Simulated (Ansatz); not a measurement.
# AlN: the cost of one run

Program: Ansatz 0.2.0. Level of theory: DFT PBE, scalar-relativistic, plane waves, PAW, unless a step names another level. These are calculated values, not measurements.

### Step 1. The starting structure

It takes space group P6_3mc (No. 186, hexagonal). Conventional cell: a = 3.118 Å, b = 3.118 Å, c = 15.198 Å, α = 90.00°, β = 90.00°, γ = 120.00°. Around Al (site symmetry 3m) lie 4 N at 1.90 to 1.91 Å. Al (site symmetry 3m) has 4 N at 1.91 Å as nearest neighbours. Around N (site symmetry 3m) lie 4 Al at 1.90 Å. Around N (site symmetry 3m) lie 4 Al at 1.91 Å.

Structure file:

```xyz
12
Lattice="3.1182 0.0000 0.0000 -1.5591 2.7004 0.0000 0.0000 0.0000 15.1984" Properties=species:S:1:pos:R:3 pbc="T T T"
Al    0.0000    0.0000    2.8518
Al    0.0000    0.0000   10.4510
Al    0.0000    1.8003    7.9115
Al    1.5591    0.9001    0.3123
Al    0.0000    1.8003   12.9702
Al    1.5591    0.9001    5.3711
N     0.0000    0.0000    4.7538
N     0.0000    0.0000   12.3530
N     0.0000    1.8003   14.8831
N     1.5591    0.9001    7.2839
N     0.0000    1.8003    9.8238
N     1.5591    0.9001    2.2246
```

It is the end of an earlier relaxation with the same method, from a generated guess; it is a trial structure. At a tolerance of 0.02 Å it has space group P6_3mc (No. 186); it has 10.66 Å³/atom, an uncorrected energy of -1.35 eV/atom over the elements and, on its mesh, gap 3.80 eV.

### Step 2. Strained cells: the elastic tensor

Contents of input.yaml:

```yaml
crystal:
  lattice:
    - [3.1181788264, 0.0, 0.0]
    - [-1.5590894132, 2.7004220772, 0.0]
    - [0.0, 0.0, 15.1983573]
  atoms:
    - { symbol: Al, position: [0.0, 0.0, 0.187638] }
    - { symbol: Al, position: [0.0, 0.0, 0.687638] }
    - { symbol: Al, position: [0.3333333333, 0.6666666667, 0.52055] }
    - { symbol: Al, position: [0.6666666667, 0.3333333333, 0.02055] }
    - { symbol: Al, position: [0.3333333333, 0.6666666667, 0.853397] }
    - { symbol: Al, position: [0.6666666667, 0.3333333333, 0.353397] }
    - { symbol: "N", position: [0.0, 0.0, 0.312786] }
    - { symbol: "N", position: [0.0, 0.0, 0.812786] }
    - { symbol: "N", position: [0.3333333333, 0.6666666667, 0.979256] }
    - { symbol: "N", position: [0.6666666667, 0.3333333333, 0.479256] }
    - { symbol: "N", position: [0.3333333333, 0.6666666667, 0.646372] }
    - { symbol: "N", position: [0.6666666667, 0.3333333333, 0.146372] }
basis:
  ecutwfc: 420
kpoints:
  mp_grid: { grid: [12, 12, 2] }
hamiltonian:
  xc: pbe
scf:
  occupations: { method: fixed }
output:
  forces: true
  stress: true
  eigenvalues: true
  polarization: {}
elastic:
  mode: relaxed_ion
  stencil: two_point
```

The run is started by

```sh
ansatz run input.yaml --threads 4 --pin off --max-ram 8192MiB --backend cpu --events-out ev --progress --plain --runs-dir out
```

**Question.** How long does this run take on 4 threads of Arm Neoverse V2, shared host, and how much memory does it need?

About 4.4 min, with a peak of 0.76 GiB.
